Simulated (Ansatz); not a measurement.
Zinc-blende AlSb was calculated with BLYP (Ansatz, an electronic-structure program, plane waves, PAW).

Settings: plane-wave cutoff 520 eV, 10×10×10 k mesh, Fermi–Dirac smearing 0.01 eV, scalar-relativistic PAW data made under PBE.

The cell is scaled about its equilibrium volume:

| V (Å³/atom) | P (GPa) | direct gap at Γ (eV) |
|---|---|---|
| 29.620 | 3.01 | 1.354 |
| 30.250 | 1.89 | 1.188 |
| 30.880 | 0.88 | 1.029 |
| 31.511 | -0.01 | 0.876 |
| 32.141 | -0.81 | 0.729 |
| 32.771 | -1.52 | 0.588 |
| 33.401 | -2.15 | 0.452 |

A straight line through the gaps at Γ against ln V gives a volume deformation potential dE_g(Γ)/d ln V of -7.5 eV: the gap at Γ widens under compression.

Measured, for comparison: band gap 1.73 eV (zero-point renormalisation of 35 meV (experimental, the table's column) added back here, indirect; inputs from Miglio et al. (2020), arXiv:2011.12765).

Spin–orbit coupling is not included; with these elements it can move the gap by several tenths of an eV or more.
